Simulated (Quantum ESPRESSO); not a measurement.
# TiSi (Cmmm) in Quantum ESPRESSO: a series of runs

The runs below take TiSi through single point, equation of state, with PBEsol.

Everything below comes from runs of Quantum ESPRESSO 7.5. Logs are shortened: lines on timing, memory, paths and dates and some standing lists are left out, and cuts for length are marked.

**1. Starting point**

It takes space group Cmmm (No. 65, orthorhombic). The conventional cell has a = 3.632 Å, b = 4.235 Å, c = 3.804 Å, α = 90.00°, β = 90.00°, γ = 90.00°. Around Ti (site symmetry mmm) lie 8 Si at 2.63 to 2.85 Å and 4 Ti at 2.79 Å. Si (site symmetry mmm) has 8 Ti at 2.63 to 2.85 Å and 4 Si at 2.79 Å as nearest neighbours.

The cell comes from a database or a generator and needn't be the stable form of this composition.

**2. Single point, PBEsol, 13.75 Å³/atom**

The input, pw.in:

```
&CONTROL
  calculation = 'scf'
  prefix = 'pwscf'
  outdir = './tmp'
  pseudo_dir = './pseudo'
  tstress = .true.
  disk_io = 'nowf'
/
&SYSTEM
  ibrav = 0
  nat = 2
  ntyp = 2
  ecutwfc = 45
  ecutrho = 360
  nbnd = 14
  occupations = 'smearing'
  smearing = 'fd'
  degauss = 0.00367493
/
&ELECTRONS
  conv_thr = 4d-10
  electron_maxstep = 120
  mixing_beta = 0.5
/
ATOMIC_SPECIES
Ti    47.8670 ti_pbesol_v1.4.uspp.F.UPF
Si    28.0850 si_pbesol_v1.uspp.F.UPF
CELL_PARAMETERS angstrom
   1.7791027398   -2.0743950539    0.0000000000
   1.7791027398    2.0743950539    0.0000000000
   0.0000000000    0.0000000000    3.7262809049
ATOMIC_POSITIONS crystal
Ti     0.5000000000    0.5000000000    0.0000000000
Si     0.0000000000    0.0000000000    0.5000000000
K_POINTS automatic
10 10 7 0 0 0
```

Potentials or basis: GBRV 1.5 PBEsol.

The run is started by

```sh
$ OMP_NUM_THREADS=1 mpirun -n 2 pw.x -nk 2 -in pw.in > pw.out
```

pw.out:

```text
This program is part of the open-source Quantum ESPRESSO suite
     for quantum simulation of materials; please cite
         "P. Giannozzi et al., J. Phys.:Condens. Matter 21 395502 (2009);
         "P. Giannozzi et al., J. Phys.:Condens. Matter 29 465901 (2017);
         "P. Giannozzi et al., J. Chem. Phys. 152 154105 (2020);
     in publications or presentations arising from this work. More details at

     Message from routine setup:
     using ibrav=0 with symmetry is DISCOURAGED, use correct ibrav instead

     K-points division:     npool     =       2
     Subspace diagonalization in iterative solution of the eigenvalue problem:
     a serial algorithm will be used

     G-vector sticks info
     --------------------
     sticks:   dense  smooth     PW     G-vecs:    dense   smooth      PW
     Sum         755     379    129                21437     7557    1445

     Using Slab Decomposition

     bravais-lattice index     =            0
     lattice parameter (alat)  =       5.1643  a.u.
     unit-cell volume          =     185.6071 (a.u.)^3
     number of atoms/cell      =            2
     number of atomic types    =            2
     number of electrons       =        16.00
     number of Kohn-Sham states=           14
     kinetic-energy cutoff     =      45.0000  Ry
     charge density cutoff     =     360.0000  Ry
     scf convergence threshold =      4.0E-10
     mixing beta               =       0.5000
     number of iterations used =            8  plain     mixing
     Exchange-correlation= SLA  PW   PSX  PSC
                           (   1   4  10   8   0   0   0)

     celldm(1)=   5.164287  celldm(2)=   0.000000  celldm(3)=   0.000000
     celldm(4)=   0.000000  celldm(5)=   0.000000  celldm(6)=   0.000000

     crystal axes: (cart. coord. in units of alat)
               a(1) = (   0.651013  -0.759067   0.000000 )
               a(2) = (   0.651013   0.759067   0.000000 )
               a(3) = (   0.000000   0.000000   1.363528 )

     reciprocal axes: (cart. coord. in units 2 pi/alat)
               b(1) = (  0.768034 -0.658704  0.000000 )
               b(2) = (  0.768034  0.658704 -0.000000 )
               b(3) = ( -0.000000  0.000000  0.733392 )

     PseudoPot. # 1 for Ti read from file:
     ti_pbesol_v1.4.uspp.F.UPF
     Pseudo is Ultrasoft + core correction, Zval = 12.0
     Generated by new atomic code, or converted to UPF format
     Using radial grid of  851 points,  6 beta functions with:
                l(1) =   0
                l(2) =   0
                l(3) =   1
                l(4) =   1
                l(5) =   2
                l(6) =   2
     Q(r) pseudized with  6 coefficients,  rinner =    1.000   1.000   1.000
                                                       1.000   1.000

     PseudoPot. # 2 for Si read from file:
     si_pbesol_v1.uspp.F.UPF
     Pseudo is Ultrasoft + core correction, Zval =  4.0
     Generated by new atomic code, or converted to UPF format
     Using radial grid of  899 points,  6 beta functions with:
                l(1) =   0
                l(2) =   0
                l(3) =   1
                l(4) =   1
                l(5) =   2
                l(6) =   2
     Q(r) pseudized with  8 coefficients,  rinner =    0.900   0.900   0.900
                                                       0.900   0.900

     atomic species   valence    mass     pseudopotential
     Ti               12.00    47.86700     Ti( 1.00)
     Si                4.00    28.08500     Si( 1.00)

      8 Sym. Ops., with inversion, found

   Cartesian axes

     site n.     atom                  positions (alat units)
         1        Ti     tau(   1) = (   0.6510128   0.0000000   0.0000000  )
         2        Si     tau(   2) = (   0.0000000   0.0000000   0.6817640  )

     number of k points=   124  Fermi-Dirac smearing, width (Ry)=  0.0037

     Number of k-points >= 100: set verbosity='high' to print them.

     Dense  grid:    21437 G-vectors     FFT dimensions: (  32,  32,  45)

     Smooth grid:     7557 G-vectors     FFT dimensions: (  24,  24,  32)

     Check: negative core charge=   -0.000009

     Initial potential from superposition of free atoms

     starting charge      14.9993, renormalised to      16.0000

     negative rho (up, down):  8.719E-04 0.000E+00
     Starting wfcs are   14 randomized atomic wfcs

     Self-consistent Calculation

     iteration #  1     ecut=    45.00 Ry     beta= 0.50
     Davidson diagonalization with overlap
     ethr =  1.00E-02,  avg # of iterations =  3.8

     negative rho (up, down):  8.592E-04 0.000E+00

     total energy              =    -128.69167597 Ry
     estimated scf accuracy    <       0.31947267 Ry

     iteration #  2     ecut=    45.00 Ry     beta= 0.50
     Davidson diagonalization with overlap
     ethr =  2.00E-03,  avg # of iterations =  2.4

     negative rho (up, down):  7.448E-04 0.000E+00

     total energy              =    -128.74084107 Ry
     estimated scf accuracy    <       0.26166945 Ry

     iteration #  3     ecut=    45.00 Ry     beta= 0.50
     Davidson diagonalization with overlap
     ethr =  1.64E-03,  avg # of iterations =  1.5

     negative rho (up, down):  6.861E-04 0.000E+00

     total energy              =    -128.79417564 Ry
     estimated scf accuracy    <       0.01102561 Ry

     iteration #  4     ecut=    45.00 Ry     beta= 0.50
     Davidson diagonalization with overlap
     ethr =  6.89E-05,  avg # of iterations =  2.6

     negative rho (up, down):  6.434E-04 0.000E+00

     total energy              =    -128.79619507 Ry
     estimated scf accuracy    <       0.00017302 Ry

     iteration #  5     ecut=    45.00 Ry     beta= 0.50
     Davidson diagonalization with overlap
     ethr =  1.08E-06,  avg # of iterations =  4.2

     negative rho (up, down):  6.314E-04 0.000E+00

     total energy              =    -128.79623781 Ry
     estimated scf accuracy    <       0.00000917 Ry

     iteration #  6     ecut=    45.00 Ry     beta= 0.50
     Davidson diagonalization with overlap
     ethr =  5.73E-08,  avg # of iterations =  2.4

     negative rho (up, down):  6.295E-04 0.000E+00

     total energy              =    -128.79623941 Ry
     estimated scf accuracy    <       0.00000042 Ry

     iteration #  7     ecut=    45.00 Ry     beta= 0.50
     Davidson diagonalization with overlap
     ethr =  2.63E-09,  avg # of iterations =  2.5

     negative rho (up, down):  6.294E-04 0.000E+00

     total energy              =    -128.79623953 Ry
     estimated scf accuracy    <       0.00000002 Ry

     iteration #  8     ecut=    45.00 Ry     beta= 0.50
     Davidson diagonalization with overlap
     ethr =  1.04E-10,  avg # of iterations =  2.6

     negative rho (up, down):  6.294E-04 0.000E+00

     total energy              =    -128.79623953 Ry
     estimated scf accuracy    <          4.9E-09 Ry

     iteration #  9     ecut=    45.00 Ry     beta= 0.50
     Davidson diagonalization with overlap
     ethr =  3.08E-11,  avg # of iterations =  1.9

     negative rho (up, down):  6.294E-04 0.000E+00

     total energy              =    -128.79623953 Ry
     estimated scf accuracy    <          4.6E-10 Ry

     iteration # 10     ecut=    45.00 Ry     beta= 0.50
     Davidson diagonalization with overlap
     ethr =  2.88E-12,  avg # of iterations =  2.2

     negative rho (up, down):  6.294E-04 0.000E+00

     End of self-consistent calculation

     Number of k-points >= 100: set verbosity='high' to print the bands.

     the Fermi energy is    14.1924 ev

!    total energy              =    -128.79623953 Ry
     estimated scf accuracy    <          3.0E-12 Ry
     smearing contrib. (-TS)   =      -0.00066077 Ry
     internal energy E=F+TS    =    -128.79557877 Ry

     The total energy is F=E-TS. E is the sum of the following terms:
     one-electron contribution =     -43.68259858 Ry
     hartree contribution      =      29.25939653 Ry
     xc contribution           =     -22.41992773 Ry
     ewald contribution        =     -91.95244899 Ry

     convergence has been achieved in  10 iterations

     Computing stress (Cartesian axis) and pressure

     negative rho (up, down):  6.294E-04 0.000E+00
          total   stress  (Ry/bohr**3)                   (kbar)     P=       47.31
   0.00031580   0.00000000   0.00000000           46.46        0.00        0.00
   0.00000000   0.00020187   0.00000000            0.00       29.70        0.00
   0.00000000   0.00000000   0.00044714            0.00        0.00       65.78

=------------------------------------------------------------------------------=
   JOB DONE.
=------------------------------------------------------------------------------=
```

Wall time 12 s (2 MPI ranks of Arm Neoverse V2, shared host); peak memory 0.18 GiB.

What came out:

```yaml
Free_energy: -1752.3621 eV
Pressure: 4.7 GPa
Band_gap_on_the_k_mesh: none (metal or under the smearing width)
```

**3. Single point, PBEsol, 14.04 Å³/atom**

pw.in, as its differences from that of step 2:

```diff
@@ -28,5 +28,5 @@
 CELL_PARAMETERS angstrom
-   1.7791027398   -2.0743950539    0.0000000000
-   1.7791027398    2.0743950539    0.0000000000
-   0.0000000000    0.0000000000    3.7262809049
+   1.7916320451   -2.0890039511    0.0000000000
+   1.7916320451    2.0890039511    0.0000000000
+   0.0000000000    0.0000000000    3.7525231843
 ATOMIC_POSITIONS crystal
```

Potentials or basis: GBRV 1.5 PBEsol.

The run is started by

```sh
$ OMP_NUM_THREADS=1 mpirun -n 2 pw.x -nk 2 -in pw.in > pw.out
```

It took 11 s on 2 MPI ranks of Arm Neoverse V2, shared host; peak memory 0.18 GiB.

Results (log left out):

* Free energy: -1752.3733 eV
* Pressure: 1.4 GPa
* Band gap on the k mesh: none (metal or under the smearing width)

**4. Single point, PBEsol, 14.34 Å³/atom**

pw.in, as its differences from that of step 3:

```diff
@@ -28,5 +28,5 @@
 CELL_PARAMETERS angstrom
-   1.7916320451   -2.0890039511    0.0000000000
-   1.7916320451    2.0890039511    0.0000000000
-   0.0000000000    0.0000000000    3.7525231843
+   1.8039885186   -2.1034113302    0.0000000000
+   1.8039885186    2.1034113302    0.0000000000
+   0.0000000000    0.0000000000    3.7784034724
 ATOMIC_POSITIONS crystal
```

The run is started by

```sh
$ OMP_NUM_THREADS=1 mpirun -n 2 pw.x -nk 2 -in pw.in > pw.out
```

Wall time 11 s (2 MPI ranks of Arm Neoverse V2, shared host); peak memory 0.18 GiB.

It converged, with:

| Property | Result |
| --- | --- |
| Free energy | -1752.3729 eV |
| Pressure | -1.6 GPa |
| Band gap on the k mesh | none (metal or under the smearing width) |

**5. Single point, PBEsol, 14.63 Å³/atom**

pw.in, as its differences from that of step 4:

```diff
@@ -28,5 +28,5 @@
 CELL_PARAMETERS angstrom
-   1.8039885186   -2.1034113302    0.0000000000
-   1.8039885186    2.1034113302    0.0000000000
-   0.0000000000    0.0000000000    3.7784034724
+   1.8161780000   -2.1176240000    0.0000000000
+   1.8161780000    2.1176240000    0.0000000000
+   0.0000000000    0.0000000000    3.8039340000
 ATOMIC_POSITIONS crystal
```

The run is started by

```sh
$ OMP_NUM_THREADS=1 mpirun -n 2 pw.x -nk 2 -in pw.in > pw.out
```

Run time: 12 s. Hardware: 2 MPI ranks of Arm Neoverse V2, shared host; peak memory 0.18 GiB.

The run converged. Its results:

```
Free energy            : -1752.3620 eV
Pressure               : -4.3 GPa
Band gap on the k mesh : none (metal or under the smearing width)
```

**6. Single point, PBEsol, 14.92 Å³/atom**

pw.in, as its differences from that of step 5:

```diff
@@ -28,5 +28,5 @@
 CELL_PARAMETERS angstrom
-   1.8161780000   -2.1176240000    0.0000000000
-   1.8161780000    2.1176240000    0.0000000000
-   0.0000000000    0.0000000000    3.8039340000
+   1.8282060194   -2.1316484087    0.0000000000
+   1.8282060194    2.1316484087    0.0000000000
+   0.0000000000    0.0000000000    3.8291263501
 ATOMIC_POSITIONS crystal
```

Potentials or basis: GBRV 1.5 PBEsol.

The run is started by

```sh
$ OMP_NUM_THREADS=1 mpirun -n 2 pw.x -nk 2 -in pw.in > pw.out
```

Run time: 12 s. Hardware: 2 MPI ranks of Arm Neoverse V2, shared host; peak memory 0.2 GiB.

Results (log left out):

```
Free energy            : -1752.3415 eV
Pressure               : -6.8 GPa
Band gap on the k mesh : none (metal or under the smearing width)
```

**7. Single point, PBEsol, 15.22 Å³/atom**

pw.in, as its differences from that of step 6:

```diff
@@ -28,5 +28,5 @@
 CELL_PARAMETERS angstrom
-   1.8282060194   -2.1316484087    0.0000000000
-   1.8282060194    2.1316484087    0.0000000000
-   0.0000000000    0.0000000000    3.8291263501
+   1.8400778197   -2.1454906694    0.0000000000
+   1.8400778197    2.1454906694    0.0000000000
+   0.0000000000    0.0000000000    3.8539915036
 ATOMIC_POSITIONS crystal
```

The run is started by

```sh
$ OMP_NUM_THREADS=1 mpirun -n 2 pw.x -nk 2 -in pw.in > pw.out
```

Wall time 12 s (2 MPI ranks of Arm Neoverse V2, shared host); peak memory 0.2 GiB.

Results (log left out):

```
Free energy            : -1752.3125 eV
Pressure               : -9.0 GPa
Band gap on the k mesh : none (metal or under the smearing width)
```

**8. Single point, PBEsol, 15.51 Å³/atom**

pw.in, as its differences from that of step 7:

```diff
@@ -28,5 +28,5 @@
 CELL_PARAMETERS angstrom
-   1.8400778197   -2.1454906694    0.0000000000
-   1.8400778197    2.1454906694    0.0000000000
-   0.0000000000    0.0000000000    3.8539915036
+   1.8517983766   -2.1591565835    0.0000000000
+   1.8517983766    2.1591565835    0.0000000000
+   0.0000000000    0.0000000000    3.8785398820
 ATOMIC_POSITIONS crystal
```

The run is started by

```sh
$ OMP_NUM_THREADS=1 mpirun -n 2 pw.x -nk 2 -in pw.in > pw.out
```

It took 12 s on 2 MPI ranks of Arm Neoverse V2, shared host; peak memory 0.2 GiB.

Results (log left out):

- Free energy: -1752.2758 eV
- Pressure: -11.1 GPa
- Band gap on the k mesh: none (metal or under the smearing width)

**9. Equation of state, PBEsol**

Potentials or basis: GBRV 1.5 PBEsol.

This step only gathers the single runs of the series.

Results:

- Equilibrium volume: 14.18 Å³/atom
- Bulk modulus at fixed shape and positions: 147 GPa
- Pressure derivative of the bulk modulus: 3.9

Energy against volume, from the lowest point:
| volume (Å³/atom) | energy (meV/atom) |
| --- | --- |
| 13.752 | 5.58 |
| 14.045 | 0.00 |
| 14.337 | 0.20 |
| 14.630 | 5.66 |
| 14.922 | 15.87 |
| 15.215 | 30.38 |
| 15.508 | 48.75 |

Caveat: the cell was scaled at fixed shape and fractional positions, which overstates the stiffness of a crystal with free parameters, most of all of layers and chains.
